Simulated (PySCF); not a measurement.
## How the method moves the HOMO and LUMO of urea

Compound: urea, CH4N2O.
Numbering: `[NH2:1][C:2]([NH2:3])=[O:4]` (hydrogens: H5, H6 on N1; H7, H8 on N3)

Structure used (PBE0-D3(BJ)/def2-SVP), in Å, numbered top down from 1:
```
atom  x, y, z in Å
N1     0.920   -0.300    0.685
C2     0.166    0.458   -0.171
N3    -1.055   -0.074   -0.493
O4     0.552    1.522   -0.613
H5     0.625   -1.183    1.070
H6     1.824    0.067    0.940
H7    -1.632    0.462   -1.123
H8    -1.401   -0.952   -0.139
```

Basis pcSseg-2 throughout (PySCF), one geometry. Geometry: PBE0-D3(BJ)/def2-SVP; no solvent, vibrations or thermal averaging.

**Question.** How do the orbital energies, the gap and the dipole change with the method?

**Answer.** 
```json
{"method": "BLYP", "kind": "GGA", "HOMO (eV)": "-5.81", "LUMO (eV)": "-0.71", "gap (eV)": "5.10", "μ (D)": "4.32", "SCF cycles": "16"}
{"method": "OPBE", "kind": "GGA", "HOMO (eV)": "-5.81", "LUMO (eV)": "-0.56", "gap (eV)": "5.25", "μ (D)": "4.24", "SCF cycles": "16"}
{"method": "PBE", "kind": "GGA", "HOMO (eV)": "-5.89", "LUMO (eV)": "-0.65", "gap (eV)": "5.24", "μ (D)": "4.30", "SCF cycles": "15"}
{"method": "B97-D", "kind": "GGA", "HOMO (eV)": "-5.91", "LUMO (eV)": "-0.51", "gap (eV)": "5.40", "μ (D)": "4.31", "SCF cycles": "16"}
{"method": "BP86", "kind": "GGA", "HOMO (eV)": "-6.00", "LUMO (eV)": "-0.50", "gap (eV)": "5.51", "μ (D)": "4.31", "SCF cycles": "16"}
{"method": "KT3", "kind": "GGA", "HOMO (eV)": "-6.07", "LUMO (eV)": "-0.88", "gap (eV)": "5.19", "μ (D)": "4.23", "SCF cycles": "16"}
{"method": "LDA", "kind": "LDA", "HOMO (eV)": "-6.08", "LUMO (eV)": "-0.71", "gap (eV)": "5.37", "μ (D)": "4.39", "SCF cycles": "15"}
{"method": "KT2", "kind": "GGA", "HOMO (eV)": "-6.09", "LUMO (eV)": "-0.63", "gap (eV)": "5.47", "μ (D)": "4.25", "SCF cycles": "17"}
{"method": "B3LYP", "kind": "global hybrid", "HOMO (eV)": "-7.32", "LUMO (eV)": "-0.27", "gap (eV)": "7.05", "μ (D)": "4.43", "SCF cycles": "14"}
{"method": "PBE0", "kind": "global hybrid", "HOMO (eV)": "-7.58", "LUMO (eV)": "0.09", "gap (eV)": "7.66", "μ (D)": "4.43", "SCF cycles": "14"}
{"method": "mPW1PW91", "kind": "global hybrid", "HOMO (eV)": "-7.60", "LUMO (eV)": "0.07", "gap (eV)": "7.67", "μ (D)": "4.44", "SCF cycles": "14"}
{"method": "HF", "kind": "Hartree–Fock", "HOMO (eV)": "-11.27", "LUMO (eV)": "2.20", "gap (eV)": "13.47", "μ (D)": "4.75", "SCF cycles": "11"}
```

The HOMO spans 5.46 eV, from BLYP down to HF, and the gap runs from 5.10 eV (BLYP) to 13.47 eV (HF). Over the methods BLYP (0 %), OPBE (0 %), PBE (0 %), B97-D (0 %), BP86 (0 %), KT3 (0 %), LDA (0 %), KT2 (0 %), B3LYP (20 %), PBE0 (25 %), mPW1PW91 (25 %), HF (100 %), a straight line through the gap against the share of exact exchange rises by 0.82 eV for each 10 % (correlation coefficient 0.998). The dipole ranges from 4.23 D (KT3) to 4.75 D (HF). This basis has no diffuse functions.

The vertical ΔSCF ionisation energy at CAM-B3LYP/def2-SVPD is 10.24 eV; −ε(HOMO) comes closest to it with HF (11.27 eV).
